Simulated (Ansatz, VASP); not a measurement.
# SiC: VASP beside Ansatz

```
Si C
1.0
     3.21544    0.00000    0.00000
    -1.60772    2.78465    0.00000
     0.00000    0.00000    4.66810
Si C
2 2
Direct
  0.33333 0.66667 0.00456
  0.66667 0.33333 0.50456
  0.33333 0.66667 0.38044
  0.66667 0.33333 0.88044
```

Change from the starting cell: strain +0.040 along x and y, -0.080 along z, atoms carried along.

Alike in both runs: task single point; functional PBE; k mesh 12 × 12 × 6; occupations gaussian, width 0.05 eV; no spin polarisation.

|  | VASP | Ansatz |
| --- | --- | --- |
| version | VASP 6.6.1 | Ansatz 0.2.0 |
| potentials or method | VASP PAW PBE potentials, release 64 (Si, C) | scalar-relativistic, plane waves, PAW |
| plane-wave cutoff (eV) | 520 | 420 |
| valence electrons in the cell | 16 | 16 |

```tsv
	VASP	Ansatz	Ansatz less VASP
gap on the k mesh at the Fermi level (eV)	1.73	1.74	+0.013
least direct gap on the mesh (eV)	2.71	2.72	+0.009
pressure (GPa)	5.2	5.3	+0.04
largest component of the traceless stress (GPa)	48.67	48.49	-0.181
rms of the force components (eV/Å)	1.159	1.160	+0.0012
```

Atom by atom the forces differ by 0.001 eV/Å (rms over components). The functional is the same, so the differences come from potentials, cutoffs and numerics.

Caveats: forces of over 1 eV/Å show positions far from the minimum, so gaps and moduli don't describe the material at rest. A k mesh can miss the band edges.
